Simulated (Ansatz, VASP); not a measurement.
## Cross-check of H2PtO2 between VASP and Ansatz

One calculation is typed for both programs; each brings its own data sets. How far apart do they land? The cell is taken from a series of runs on this material, whose earlier steps may have relaxed, scaled, displaced or heated it; both programs get it as it stands.

Program: Ansatz 0.2.0. Level of theory: plane waves, with VASP 6.6.1 beside it; single point at PBE. Results are calculated unless marked as measured.

**1. Starting point**

The cell holds 5 atoms: 1 Pt, 2 O and 2 H. Cell: a = 3.144 Å, b = 4.140 Å, c = 17.230 Å, α = 90.0°, β = 90.0°, γ = 67.6°. Vacuum lies along c.

**2. Ansatz: single point, PBE**

Ansatz runs on its default PAW (the set named soft_2) files.

With cell and atoms fixed, the geometry can't cause a difference; cores, projectors, grids and the points listed under the comparison can.

The input, input.yaml:

```yaml
crystal:
  lattice:
    - [3.1442690288, 0.0042805656, 0.0]
    - [1.5725489115, 3.8298332033, 0.0]
    - [0.0, 0.0, 17.23]
  atoms:
    - { symbol: Pt, position: [0.6685433378, 0.6657800621, 0.5000008613] }
    - { symbol: O, position: [0.2576240553, -0.511732955, 0.4353735593] }
    - { symbol: O, position: [0.079458449, 0.8432966054, 0.5646264407] }
    - { symbol: H, position: [0.3873524231, 0.2294519382, 0.4378872011] }
    - { symbol: H, position: [-0.0502743952, 1.1021106293, 0.5621139075] }
kpoints:
  mp_grid: { grid: [9, 7, 1] }
  band_path:
    path:
      - [0.0, 0.0, 0.0]
      - [0.5, 0.5, 0.0]
      - [0.70708269, 0.29143003, 0.0]
      - [0.5, 0.0, 0.0]
      - [0.29291731, -0.29143003, 0.0]
      - [0.0, -0.5, 0.0]
      - [0.0, 0.0, 0.0]
    npoints: 10
scf:
  occupations: { method: fermi_dirac, width: 0.05 }
  n_extra_bands: 9
hamiltonian:
  xc: pbe
  pseudopotentials: { kind: paw }
output:
  forces: true
  stress: true
  populations: true
  write_bands: true
```

Launch:

```
$ ansatz run input.yaml --threads 4 --pin off --max-ram 8192MiB --backend cpu --events-out ev --progress --plain --runs-dir out
```

Numbers of over 12 decimals in the logs are rounded to 6 here.

The log of the run:

```text
Warning: the atoms were moved onto the symmetric positions of the space group found under crystal.symmetry.tolerance 1.0e-5 (fractional; no operation is sought that the atoms, as they stand in a round, miss by more than twice it, and no atom is moved by as much as it), and the run uses the moved positions. Before a round's move an operation carried an atom to 2.23e-5 Å from where it should land, the largest such dist [...]
scf.n_extra_bands = 9 over 16 filled bands (N_el = 32.0): the run solves 25 bands
Engine: ansatz 0.2.0, x86_64-unknown-linux-gnu
Pseudopotentials: kind: paw
Pseudopotential: Pt, paw, valence charge 18, recommended cutoff 420 eV (normal), Pt.paw.azcp
Pseudopotential: O, paw, valence charge 6, recommended cutoff 420 eV (normal), O.paw.azcp
Pseudopotential: H, paw, valence charge 1, recommended cutoff 420 eV (normal), H.paw.azcp
Functional definition: PBE
  parameter kappa = 0.804
  parameter beta = 0.066725
  exchange = pbe_x(kappa = kappa, mu = beta*pi^2/3)
  correlation = pbe_c(beta = beta)
Crystal: 5 atoms, lattice volume = 207.368 Å³
Basis set: ecut = 420 eV, 4037 PW (Γ), exchange–correlation on 48×60×240 points (8 copies of the dense FFT grid, shifted against one another)
Bands: 25, of which v1, the nominal top of the filled ones, is band 16 counted from 1 (15 counted from 0)
Symmetry: 2 space group operations
Space group: P-1 (ITA 2), of the structure as read, at distance tolerance 5.9e-5 Å
k-points: 32 of 63
Non-local potential: Pt, projectors of the file, l = 0: 3, l = 1: 2, l = 2: 2, l = 3: 1
Non-local potential: O, projectors of the file, l = 0: 2, l = 1: 2, l = 2: 1
Non-local potential: H, projectors of the file, l = 0: 2, l = 1: 1
PAW form: soft (Blöchl's): semilocal exchange-correlation on the pseudo side does not see the compensation charge
PAW one-centre angular grid: Pt, 590 points (default); XC on 64 Gauss nodes
PAW one-centre angular grid: O, 110 points (default); XC on 64 Gauss nodes
PAW one-centre angular grid: H, 110 points (default); XC on 64 Gauss nodes
Initial density: superposition of atomic densities (neutral atoms: chi_scale 0, normalization atom), corrected by the library's trained network
Initial wavefunctions: pseudopotential atomic-orbital guess
Functional: x = pbe(κ = 0.804, μ = 0.219515), c = pbe(β = 0.066725)
SCF iter   1: F=—  HF=-13687.790925 eV  |F-HF|=—  |Δ(HF+E_count)|=         —  Δρ=4.47e-3  dr2=4.84e-2  ethr=1.77e-3  ⟨swp⟩=6.4  Hψ=4057  notcnv=0  defer=22
preconditioner: auto → Resta (q_TF=auto, 1.998 Å⁻¹)  ε∞=1.9  [insulator: Δε(μ)=2.264 eV  Ē_g=13.676 eV  σ=0.050 eV  W_gap=1.00  n_scr=24 (ndim 8)  ℏωp=12.6 eV  f_vac=0.729  D(μ)=0.00/eV (n_scr^D=0)  ε∞_Penn≈1.9  vacuum switching on, ρ_ref=1.4e-2 e/Å³]
SCF iter   2: F=—  HF=-13687.784413 eV  |F-HF|=—  |Δ(HF+E_count)|=   6.51e-3  Δρ=2.96e-3  dr2=1.42e-2  ethr=1.51e-4  ⟨swp⟩=2.5  Hψ=1610  notcnv=0  defer=74
SCF iter   3: F=—  HF=-13687.781867 eV  |F-HF|=—  |Δ(HF+E_count)|=   2.55e-3  Δρ=1.02e-3  dr2=1.76e-3  ethr=4.43e-5  ⟨swp⟩=2.2  Hψ=1186  notcnv=0  defer=74
SCF iter   4: F=—  HF=-13687.781843 eV  |F-HF|=—  |Δ(HF+E_count)|=   2.47e-5  Δρ=3.42e-4  dr2=1.67e-4  ethr=5.49e-6  ⟨swp⟩=2.7  Hψ=1334  notcnv=0  defer=74
SCF iter   5: F=—  HF=-13687.781905 eV  |F-HF|=—  |Δ(HF+E_count)|=   6.22e-5  Δρ=8.58e-5  dr2=8.93e-6  ethr=5.23e-7  ⟨swp⟩=2.0  Hψ=1246  notcnv=0  defer=74
SCF iter   6: F=—  HF=-13687.781945 eV  |F-HF|=—  |Δ(HF+E_count)|=   3.98e-5  Δρ=1.47e-5  dr2=2.48e-7  ethr=2.79e-8  ⟨swp⟩=2.0  Hψ=1291  notcnv=0  defer=74
iter 7 met the thresholds in force, and the SCF goes on: an eigenvalue changes by 20.42 meV, over its tolerance of 10.00 meV (output.eigenvalues, Limitations)
SCF iter   7: F=-13687.781945 eV  HF=-13687.781945 eV  |F-HF|=6.13e-8  |Δ(HF+E_count)|=   1.26e-7  Δρ=3.31e-6  dr2=1.23e-8  ethr=3.13e-10  ⟨swp⟩=13.3  Hψ=4087  notcnv=0
SCF iter   8: F=-13687.781945 eV  HF=-13687.781945 eV  |F-HF|=1.10e-9  |Δ(HF+E_count)|=   6.42e-8  Δρ=4.27e-7  dr2=2.10e-10  ethr=3.84e-11  ⟨swp⟩=6.0  Hψ=3399  notcnv=0
SCF 1 converged in 8 iterations: F = -13687.781945 eV  dr2 = 2.10e-10
  greatest PAW one-centre occupation: 1.000 electrons in one spin orbital (limit 2), on the Pt atom at site 0 (counted from 0), in its partial waves of l = 0
NSCF: frozen V_eff on 61 k-points
SCF converged after 8 iterations
an eigenvalue changed by more than its tolerance at an iteration that met the thresholds in force, so the SCF went on 1 time: the last check found none over its tolerance
Free energy (F): -13687.781945 eV
Harris-Foulkes:  -13687.781945 eV  (|F-HF|=1.10e-9)
Internal energy: -13687.781945 eV  (E = F + TS)
E sigma→0 (E₀):  -13687.781945 eV
Fermi energy:    -1.691137 eV
--- Per-component energies (eV) ---
  E_band       = -749.286038
  E_kinetic    = 1012.629040
  E_local      = -18458.018616  (includes V_loc(G=0)·N_el)
  E_nonlocal   = 300.622048
  E_hartree    = 8633.686814
  E_xc         = -424.233239
  E_vxc        = -510.094529  (∫ρ·V_xc dr)
  E_paw        = -9771.597051  (= ΣΔE_a)
  E_vpaw       = -361.799731  (= ΣTr[D̂ρ^β])
  E_aug_tail   = 0.002755  (compensation charges beyond the density's cutoff)
  E_ewald      = 5019.126304
  E_smearing   = -0.000000  (= −TS)
  E_closure    = -0.000000  (closes the sum)
  Σ components = -13687.781945   (vs F -13687.781945, Δ=0.00e0)
--- Forces (eV/Å), atoms counted from 1 ---
  atom   1  Pt     0.00000000     0.00000000     0.00000000
  atom   2  O     -0.00049978    -0.00222686     0.00039033
  atom   3  O      0.00049978     0.00222686    -0.00039033
  atom   4  H      0.00002645    -0.00064356    -0.00199676
  atom   5  H     -0.00002645     0.00064356     0.00199676
  max |Σ_I F_I| component: 0.00e0 eV/Å
--- Stress (GPa, compression-positive) ---
       -0.002947      -0.002745       0.000820
       -0.002745       0.026080       0.004746
        0.000820       0.004746       0.000069
  P = ⅓ Tr σ = 0.0077 GPa (0.077 kbar)
--- Band table (eV; the first three rows and the last of 32) ---
  k-point 0: bands = [... 12 lower, -4.7944, -4.1649, -4.0500, -2.9056, 0.5629, 0.5768, 1.0266, 3.1781, ... 5 higher]
  k-point 1: bands = [... 12 lower, -4.6487, -4.1276, -4.0205, -2.9308, 0.3953, 0.5612, 1.6964, 3.3466, ... 5 higher]
  k-point 2: bands = [... 12 lower, -4.4320, -4.0272, -3.9578, -2.9090, 0.5590, 0.6290, 2.7802, 3.6998, ... 5 higher]
  k-point 31: bands = [... 12 lower, -4.3557, -4.0538, -3.6104, -3.2329, -0.4076, 2.1333, 4.1517, 5.5623, ... 5 higher]
--- Löwdin populations: 5 sites ---
  site symbol       q [e]
     0     Pt     17.2745
     1      O      6.6385
     2      O      6.6385
     3      H      0.6313
     4      H      0.6313
  spilling = 0.005811 (of n_electrons = 32.000000)
```

Reading the cycles: dr2 is the Hartree energy of the density residual (eV), the measure of convergence; HF is the Harris–Foulkes estimate of the energy, which meets the free energy F at convergence.

**3. VASP: single point, PBE**

The same cell, functional, mesh and smearing now go to VASP, with its own data sets.

Lines of VASP's logs that name or quote its potential files are left out, and so is its time.

The input, INCAR:

```
SYSTEM = H2PtO2
PREC = Accurate
ENCUT = 600
EDIFF = 1E-06
NELM = 120
ISMEAR = -1
SIGMA = 0.05
LREAL = .FALSE.
ALGO = Normal
GGA = PE
NBANDS = 18
LASPH = .TRUE.
LORBIT = 11
LWAVE = .FALSE.
LCHARG = .FALSE.
ISIF = 2
GGA_COMPAT = .FALSE.
EFERMI = MIDGAP
KPAR = 2
```

The input, POSCAR:

```
H2PtO2
1.0
    3.1442690288      0.0042805656      0.0000000000
    1.5725489115      3.8298332033      0.0000000000
    0.0000000000      0.0000000000     17.2300000000
Pt O H
1 2 2
Direct
    0.6685433378      0.6657800621      0.5000008613
    0.2576261409      0.4882652819      0.4353744206
    0.0794605346      0.8432948423      0.5646273020
    0.3873567469      0.2294507165      0.4378875081
    0.9497299286      0.1021094076      0.5621142145
```

The input, KPOINTS:

```
Automatic mesh
0
Gamma
9 7 1
0 0 0
```

Potentials, in the order of the species: Pt, O and H (PBE family, release 64).

Launch:

```
$ mpirun -np 2 vasp_std
```

The log of the run:

```text
[banner, memory and clock lines left out]
running    2 mpi-ranks, on    1 nodes
 distrk:  each k-point on    1 cores,    2 groups
 distr:  one band on    1 cores,    1 groups

 POSCAR found type information on POSCAR PtO H
 POSCAR found :  3 types and       5 ions
 LDA part: xc-table for (Slater+PW92), standard interpolation
 POSCAR, INCAR and KPOINTS ok, starting setup
 FFT: planning ... GRIDC
 FFT: planning ... GRID_SOFT
 FFT: planning ... GRID
 WAVECAR not read
 entering main loop
       N       E                     dE             d eps       ncg     rms          rms(c)
DAV:   1     0.210883886000E+03    0.21088E+03   -0.10118E+04  1152   0.115E+03
DAV:   2    -0.190295264426E+01   -0.21279E+03   -0.20354E+03  1640   0.236E+02
DAV:   3    -0.286526831770E+02   -0.26750E+02   -0.26483E+02  1500   0.101E+02
DAV:   4    -0.291478614472E+02   -0.49518E+00   -0.49454E+00  1434   0.153E+01
DAV:   5    -0.291541052012E+02   -0.62438E-02   -0.62429E-02  1440   0.160E+00    0.205E+01
DAV:   6    -0.262116711686E+02    0.29424E+01   -0.16722E+01  1228   0.331E+01    0.107E+01
DAV:   7    -0.259605981225E+02    0.25107E+00   -0.23514E+00  1332   0.155E+01    0.676E+00
DAV:   8    -0.259168334196E+02    0.43765E-01   -0.21614E-01  1504   0.462E+00    0.721E-01
DAV:   9    -0.259113318844E+02    0.55015E-02   -0.32075E-02  1396   0.138E+00    0.291E-01
DAV:  10    -0.259115467341E+02   -0.21485E-03   -0.19570E-03  1430   0.338E-01    0.160E-01
DAV:  11    -0.259117101368E+02   -0.16340E-03   -0.42738E-04  1286   0.182E-01    0.541E-02
DAV:  12    -0.259117700928E+02   -0.59956E-04   -0.77129E-05  1290   0.712E-02    0.126E-02
DAV:  13    -0.259118007594E+02   -0.30667E-04   -0.92393E-06  1310   0.176E-02    0.102E-02
DAV:  14    -0.259118300379E+02   -0.29279E-04   -0.39546E-06  1370   0.122E-02    0.510E-03
DAV:  15    -0.259118831848E+02   -0.53147E-04   -0.56983E-06  1348   0.121E-02    0.249E-03
DAV:  16    -0.259118999508E+02   -0.16766E-04   -0.61273E-07  1188   0.455E-03    0.125E-03
DAV:  17    -0.259119135684E+02   -0.13618E-04   -0.16031E-06  1234   0.462E-03    0.672E-04
DAV:  18    -0.259119196699E+02   -0.61014E-05   -0.21949E-07  1146   0.204E-03    0.318E-04
DAV:  19    -0.259119244019E+02   -0.47320E-05   -0.11046E-07   988   0.141E-03    0.367E-04
DAV:  20    -0.259119274811E+02   -0.30793E-05   -0.10127E-07  1060   0.118E-03    0.188E-04
DAV:  21    -0.259119281921E+02   -0.71101E-06   -0.15098E-08  1108   0.504E-04
   1 F= -.25911928E+02 E0= -.25911928E+02  d E =-.122577E-09
```

Parts of OUTCAR (step 3):

```text
ion  position               nearest neighbor table
   1  0.669  0.666  0.500-   3 2.04   2 2.04   2 2.04   3 2.04
   2  0.258  0.488  0.435-   4 0.99   1 2.04   1 2.04
   3  0.079  0.843  0.565-   5 0.99   1 2.04   1 2.04
   4  0.387  0.229  0.438-   2 0.99
   5  0.950  0.102  0.562-   3 0.99

  LATTYP: Found a simple monoclinic cell.
 ALAT       =     3.1442719426
 B/A-ratio  =     5.4798059184
 C/A-ratio  =     1.3153563733
 COS(beta)  =    -0.3787649703

 Subroutine GETGRP returns: Found  2 space group operations
 (whereof  1 operations were pure point group operations)

The static configuration has the point symmetry C_1 .
 The point group associated with its full space group is S_2 .

 Found     32 irreducible k-points:

   k-points           NKPTS =     32   k-points in BZ     NKDIM =     32   number of bands    NBANDS=     18

   dimension x,y,z NGX =    28 NGY =   36 NGZ =  140
   dimension x,y,z NGXF=    56 NGYF=   72 NGZF=  280

   ENCUT  =  600.0 eV  44.10 Ry    6.64 a.u.   6.28  8.27 34.41*2*pi/ulx,y,z

   NELECT =      24.0000    total number of electrons

 k-points in reciprocal lattice and weights: Automatic mesh
   0.00000000  0.00000000  0.00000000       0.016
   0.11111111 -0.00000000  0.00000000       0.032
   0.22222222 -0.00000000  0.00000000       0.032
   0.33333333 -0.00000000  0.00000000       0.032
   0.44444444 -0.00000000  0.00000000       0.032
   0.00000000  0.14285714  0.00000000       0.032
   0.11111111  0.14285714  0.00000000       0.032
   0.22222222  0.14285714  0.00000000       0.032
   0.33333333  0.14285714  0.00000000       0.032
[...]
-0.22222222  0.42857143  0.00000000       0.032
  -0.11111111  0.42857143  0.00000000       0.032

 average (electrostatic) potential at core
       1 -77.2124       2 -80.0836       3 -80.0856       4 -43.2633       5 -43.2651

 E-fermi :  -2.8466

 k-point     1 :       0.0000    0.0000    0.0000
  band No.  band energies     occupation
    ...
      8      -6.7863      2.00000
      9      -5.9241      2.00000
     10      -5.3366      2.00000
     11      -5.1885      2.00000
     12      -4.0368      2.00000
     13      -0.6280      0.00000
     14      -0.5748      0.00000
     15      -0.1054      0.00000
     16       2.0678      0.00000
     17       2.2145      0.00000
    ...

 k-point     2 :       0.1111   -0.0000    0.0000
  band No.  band energies     occupation
    ...
      8      -6.8481      2.00000
      9      -5.8048      2.00000
     10      -5.1257      2.00000
     11      -5.0551      2.00000
     12      -4.0697      2.00000
     13      -1.0532      0.00000
     14      -0.3967      0.00000
     15       0.3673      0.00000
     16       2.2668      0.00000
     17       2.4429      0.00000
    ...

 k-point     3 :       0.2222   -0.0000    0.0000
  band No.  band energies     occupation
    ...
      8      -7.0123      2.00000
      9      -5.5842      2.00000
     10      -5.0355      2.00000
     11      -4.7925      2.00000
     12      -4.1770      2.00000
     13      -1.5419      0.00000
     14       0.0830      0.00000
     15       1.1791      0.00000
     16       2.8549      0.00000
     17       3.0810      0.00000
    ...

  Total        0.0542863      0.1194995     -0.0284364     -0.0036728      0.0758402      0.0010184
  in kB        0.4194290      0.9232829     -0.2197069     -0.0283768      0.5859604      0.0078684
  external PRESSURE =       0.3743350 kB  Pullay stress =       0.0000000 kB

  energy-cutoff  :      600.00
  volume of cell :      207.37
      direct lattice vectors                 reciprocal lattice vectors
     3.144269029  0.004280566  0.000000000     0.318216824 -0.130661440  0.000000000
     1.572548911  3.829833203  0.000000000    -0.000355668  0.261254016  0.000000000
     0.000000000  0.000000000 17.230000000     0.000000000  0.000000000  0.058038305

 POSITION                                       TOTAL-FORCE (eV/Angst)
 -----------------------------------------------------------------------------------
      3.14905      2.55269      8.61501         0.000000      0.000000      0.000000
      1.57787      1.87108      7.50150        -0.000389      0.059786     -0.016152
      1.57597      3.23002      9.72853         0.000389     -0.059786      0.016152
      1.57878      0.88042      7.54480         0.000139     -0.097108     -0.014772
      3.14678      0.39513      9.68523        -0.000139      0.097108      0.014772
 -----------------------------------------------------------------------------------
    total drift:                                0.000003      0.003579     -0.062597

  FREE ENERGIE OF THE ION-ELECTRON SYSTEM (eV)
  ---------------------------------------------------
  free  energy   TOTEN  =       -25.9119281921 eV

  energy  without entropy=      -25.9119281920  energy(sigma->0) =      -25.91192819

 total charge
# of ion       s       p       d       tot
------------------------------------------
    1        0.662   0.514   8.071   9.246
    2        1.558   3.493   0.000   5.051
    3        1.558   3.493   0.000   5.051
    4        0.596   0.118   0.000   0.713
    5        0.596   0.118   0.000   0.713
--------------------------------------------------
tot          4.969   7.735   8.071  20.774

[... 3 further parts left out ...]
```

The gap is read on the k-mesh alone, so it is an upper bound where the band edges lie off the mesh.

**4. Differences**

Known differences besides the potentials themselves: the data sets hold 32 valence electrons in Ansatz (on its default PAW (the set named soft_2) files) and 24 in VASP; the cutoff is 420 eV in Ansatz and 600 eV in VASP. Total energies have different zeros and are not compared.

Compared:

```
              quantity  Ansatz   VASP  difference
        pressure (GPa)    0.01   0.04       -0.03
gap on the k mesh (eV)   2.237  2.182      +0.055
```

Forces (eV/Å; atoms numbered as in POSCAR):

| atom | Ansatz x, y, z | VASP x, y, z |
| --- | --- | --- |
| Pt1 | 0.000, 0.000, 0.000 | 0.000, 0.000, 0.000 |
| O2 | 0.000, -0.002, 0.000 | 0.000, 0.060, -0.016 |
| O3 | 0.000, 0.002, 0.000 | 0.000, -0.060, 0.016 |
| H4 | 0.000, -0.001, -0.002 | 0.000, -0.097, -0.015 |
| H5 | 0.000, 0.001, 0.002 | 0.000, 0.097, 0.015 |

The forces differ by 43 meV/Å r.m.s., where the r.m.s. force is 0.001 eV/Å in Ansatz and 0.042 eV/Å in VASP: the atoms lie near their places of rest in Ansatz, so a percentage would say little (all taken over all components). A gap on the mesh is an upper bound, since the band edges may lie between its points; neither run holds spin-orbit coupling, which can move the band edges of a compound of Pt. With vacuum in the cell, a pressure given here is an average over mostly empty space and none of the material.

**5. Further runs**

Further runs change the set-up of one program: Ansatz's method, potentials or start, or VASP's data sets, cutoff or form of LDA. The table gives Ansatz less VASP for each quantity, since a change that brings one quantity closer may part another.

| run | r.m.s. force difference (meV/Å) | pressure (GPa) | gap on the k mesh (eV) |
| --- | --- | --- | --- |
| as above | 43 | -0.030 | 0.055 |
| VASP with the data sets Pt_sv_GW, O and H | 40 | 0.067 | 0.018 |

**6. What came out**

- r.m.s. force difference (single point, PBE): 43 meV/Å
- difference in gap on the k mesh (single point, PBE): 0.055 eV

In words: The r.m.s. force difference is 43 meV/Å (single point, PBE), beyond the 12 meV/Å picked in this series as the mark of a large difference. The data sets hold unlike numbers of valence electrons (32 in Ansatz and 24 in VASP), so part of the differences comes from the potentials. Single point, PBE, VASP with the data sets Pt_sv_GW, O and H: the difference in pressure goes from -0.030 to 0.067 GPa; the difference in gap on the k mesh goes from 0.055 to 0.018 eV. Such differences can come from data sets, numerical settings and the points named under the comparisons, not from the functional's error against experiment.

[Lines on the potential files, build, host, timing and source positions are cut from VASP's logs without a mark.]

[Logs are printed without paths, hosts, clocks, repeated set-up lines and the standing remarks that a program may print on its own settings, such as how far it seeks lower states.]

[Hosts, paths, dates, database ids (printed as entryN), source tags and the programs' standing remarks are cut or masked in the printed files.]
